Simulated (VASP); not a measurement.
# Si (Fd-3m) in VASP: a series of runs

Aim: see how the results for Si move with the level of theory and the settings. Levels: r2SCAN, PBE. Tasks: equation of state, band structure.

Program: VASP 6.6.1. These are calculated values, not measurements. Logs are shortened: lines on timing, memory, paths and dates and some standing lists are left out, and cuts for length are marked.

## Step 1: Starting point

It takes space group Fd-3m (No. 227, cubic). The conventional cell has a = 5.444 Å, b = 5.444 Å, c = 5.444 Å, α = 90.00°, β = 90.00°, γ = 90.00°. Si (site symmetry -43m) has 4 Si at 2.36 Å as nearest neighbours.

## Step 2: Equation of state, r2SCAN

Potentials or basis: VASP PAW PBE potentials, release 64 (Si).

This step only gathers the single runs of the series.

Results:

| Quantity | Value |
| --- | --- |
| Equilibrium volume | 20.12 Å³/atom |
| Bulk modulus | 97 GPa |
| Pressure derivative of the bulk modulus | 4.2 |

Energy against volume, from the lowest point:
```csv
volume (Å³/atom),energy (meV/atom)
18.955,22.84
19.358,9.43
19.761,2.01
20.165,0.00
20.568,2.86
20.971,10.11
21.375,21.30
```

Caveat: the PAW data sets were made with another functional, which shifts forces and pressure a little.

## Step 3: Band structure, PBE

INCAR reads:

```
  PREC = Accurate
  ENCUT = 520
  EDIFF = 1E-6
  ISMEAR = -1
  SIGMA = 0.05
  LREAL = F
  LASPH = T
  NELM = 60
  ALGO = Normal
  ISIF = 2
  LWAVE = F
  LCHARG = F
  GGA = PE
  NBANDS = 11
```

KPOINTS reads:

```
regular mesh
0
Gamma
  8 8 8
```

POSCAR reads:

```
Si
1.0
    0.0000000000      2.7218511865      2.7218511865
    2.7218511865      0.0000000000      2.7218511865
    2.7218511865      2.7218511865      0.0000000000
Si
2
Direct
    0.5000000000      0.5000000000      0.5000000000
    0.7500000000      0.7500000000      0.7500000000
```

KPOINTS_OPT reads:

```
path GXWKGLUWLK,UX
10
line-mode
reciprocal
 0.0000000000  0.0000000000  0.0000000000  G
 0.5000000000  0.0000000000  0.5000000000  X

 0.5000000000  0.0000000000  0.5000000000  X
 0.5000000000  0.2500000000  0.7500000000  W

 0.5000000000  0.2500000000  0.7500000000  W
 0.3750000000  0.3750000000  0.7500000000  K

 0.3750000000  0.3750000000  0.7500000000  K
 0.0000000000  0.0000000000  0.0000000000  G

 0.0000000000  0.0000000000  0.0000000000  G
 0.5000000000  0.5000000000  0.5000000000  L

 0.5000000000  0.5000000000  0.5000000000  L
 0.6250000000  0.2500000000  0.6250000000  U

 0.6250000000  0.2500000000  0.6250000000  U
 0.5000000000  0.2500000000  0.7500000000  W

 0.5000000000  0.2500000000  0.7500000000  W
 0.5000000000  0.5000000000  0.5000000000  L

 0.5000000000  0.5000000000  0.5000000000  L
 0.3750000000  0.3750000000  0.7500000000  K

 0.6250000000  0.2500000000  0.6250000000  U
 0.5000000000  0.0000000000  0.5000000000  X
```

Potentials or basis: VASP PAW PBE potentials, release 54 (Si).

The run is started by

```console
cat potpaw_PBE.54/Si/POTCAR > POTCAR
mpirun -np 1 vasp_std > vasp.out
```

OUTCAR:

```text
PREC = Accurate
   ENCUT = 520
   EDIFF = 1E-6
   ISMEAR = -1
   LREAL = F
   LASPH = T
   NELM = 60
   ISIF = 2
   GGA = PE

 ion  position               nearest neighbor table
   1  0.500  0.500  0.500-   2 2.36   2 2.36   2 2.36   2 2.36
   2  0.750  0.750  0.750-   1 2.36   1 2.36   1 2.36   1 2.36

  LATTYP: Found a face centered cubic cell.
 ALAT       =     5.4437023730

  Lattice vectors:

[... 522 lines left out ...]
     11      17.4050      0.00000

 [... further k-points ...]

------------------------ aborting loop because EDIFF is reached ----------------------------------------

  FORCE on cell =-STRESS in cart. coord.  units (eV):
  Direction    XX          YY          ZZ          XY          YZ          ZX
  --------------------------------------------------------------------------------------
  -------------------------------------------------------------------------------------
  Total        0.3184660      0.3184660      0.3184660      0.0000000      0.0000000      0.0000000
  in kB       12.6517494     12.6517494     12.6517494      0.0000000      0.0000000      0.0000000
  external PRESSURE =      12.6517494 kB  Pullay stress =       0.0000000 kB

 VOLUME and BASIS-vectors are now :
 -----------------------------------------------------------------------------
  energy-cutoff  :      520.00
  volume of cell :       40.33
      direct lattice vectors                 reciprocal lattice vectors
     0.000000000  2.721851186  2.721851186    -0.183698507  0.183698507  0.183698507
     2.721851186  0.000000000  2.721851186     0.183698507 -0.183698507  0.183698507
     2.721851186  2.721851186  0.000000000     0.183698507  0.183698507 -0.183698507

 POSITION                                       TOTAL-FORCE (eV/Angst)
 -----------------------------------------------------------------------------------
      2.72185      2.72185      2.72185        -0.000000     -0.000000     -0.000000
      4.08278      4.08278      4.08278         0.000000      0.000000      0.000000
 -----------------------------------------------------------------------------------
    total drift:                                0.000000     -0.000000     -0.000000

  FREE ENERGIE OF THE ION-ELECTRON SYSTEM (eV)
  ---------------------------------------------------
  free  energy   TOTEN  =       -10.8438892593 eV

  energy  without entropy=      -10.8438637545  energy(sigma->0) =      -10.84387651
```

OSZICAR:

```text
N       E                     dE             d eps       ncg     rms          rms(c)
DAV:   1     0.785821177069E+01    0.78582E+01   -0.34011E+03   638   0.597E+02
DAV:   2    -0.104905891473E+02   -0.18349E+02   -0.17725E+02   858   0.862E+01
[... 30 lines left out ...]
DAV:   4     0.918706837637E+02   -0.10654E+00      762
DAV:   5     0.918696102773E+02   -0.10735E-02      834
DAV:   6     0.918695976145E+02   -0.12663E-04      769
DAV:   7     0.918695974444E+02   -0.17013E-06      827
       N       E                     dE             ncg
DAV:   1     0.469479150256E+04   -0.37321E+04      286
DAV:   2     0.447888199941E+04   -0.21591E+03      412
DAV:   3     0.447396227124E+04   -0.49197E+01      380
DAV:   4     0.447393380139E+04   -0.28470E-01      385
DAV:   5     0.447393356076E+04   -0.24063E-03      417
DAV:   6     0.447393355894E+04   -0.18269E-05      404
DAV:   7     0.447393355891E+04   -0.23718E-07      377
```

stdout:

```text
POSCAR found type information on POSCAR Si
 POSCAR found :  1 types and       2 ions
 scaLAPACK will be used
 LDA part: xc-table for (Slater+PW92), standard interpolation
 POSCAR, INCAR and KPOINTS ok, starting setup
 FFT: planning ... GRIDC
 FFT: planning ... GRID_SOFT
 FFT: planning ... GRID
 WAVECAR not read
 entering main loop
 Start KPOINTS_OPT (optional k-point list driver)
k-point batch [1-29\100]
k-point batch [30-58\100]
k-point batch [59-87\100]
k-point batch [88-100\100]
```

Wall time 18 s (1 thread of AMD EPYC 9R45 (Zen 5), shared host); peak memory 0.13 GiB.

What came out:

```
Free energy             : -10.8439 eV
Pressure                : 1.3 GPa
Band gap on the k mesh  : 0.63 eV, indirect (least direct gap 2.56 eV)
Band gap along the path : 0.60 eV, indirect (least direct gap 2.56 eV)
```

Levels at the corners of the path, in eV from the valence-band top:
```
point  band 2  band 3  band 4  band 5  band 6  band 7
    Γ    0.00    0.00    0.00    2.56    2.56    2.56
    X   -7.79   -2.83   -2.83    0.72    0.72   10.05
    X   -7.79   -2.83   -2.83    0.72    0.72   10.05
    W   -7.63   -3.82   -3.82    4.27    4.27    4.98
    W   -7.63   -3.82   -3.82    4.27    4.27    4.98
    K   -7.20   -4.26   -2.41    1.21    4.12    7.44
    K   -7.20   -4.26   -2.41    1.21    4.12    7.44
    Γ    0.00    0.00    0.00    2.56    2.56    2.56
    Γ    0.00    0.00    0.00    2.56    2.56    2.56
    L   -6.93   -1.19   -1.19    1.51    3.34    3.34
    L   -6.93   -1.19   -1.19    1.51    3.34    3.34
    U   -7.20   -4.26   -2.41    1.21    4.12    7.44
    U   -7.20   -4.26   -2.41    1.21    4.12    7.44
    W   -7.63   -3.82   -3.82    4.27    4.27    4.98
    W   -7.63   -3.82   -3.82    4.27    4.27    4.98
    L   -6.93   -1.19   -1.19    1.51    3.34    3.34
    L   -6.93   -1.19   -1.19    1.51    3.34    3.34
    K   -7.20   -4.26   -2.41    1.21    4.12    7.44
    U   -7.20   -4.26   -2.41    1.21    4.12    7.44
    X   -7.79   -2.83   -2.83    0.72    0.72   10.05
```

## Step 4: The reference run

An earlier run on the cell as given: functional PBE; potentials or basis VASP PAW PBE potentials, release 64 (Si); cutoff 520 eV; k mesh 8 × 8 × 8; occupations fermi-dirac, width 0.05 eV; no spin polarisation.

* Pressure: 1.3 GPa
* Band gap on the k mesh: 0.63 eV, indirect (least direct gap 2.56 eV)

## Step 5: Summary

| task | level | potentials or basis | gap on the mesh (eV) | pressure (GPa) |
| --- | --- | --- | --- | --- |
| equation of state | r2SCAN | VASP PAW PBE potentials, release 64 (Si) | - | - |
| band structure | PBE | VASP PAW PBE potentials, release 54 (Si) | 0.63 | 1.3 |
| single point | PBE | VASP PAW PBE potentials, release 64 (Si) | 0.63 | 1.3 |

Alike in all rows: no spin polarisation; cell as given; k mesh 8 × 8 × 8; cutoff (eV) 520; smearing fermi-dirac 0.05 eV.

Caveats: the PAW data sets were made with another functional, which shifts forces and pressure a little (some runs).

Total energies depend on the potentials used, so only differences within one code and one set of settings carry meaning.
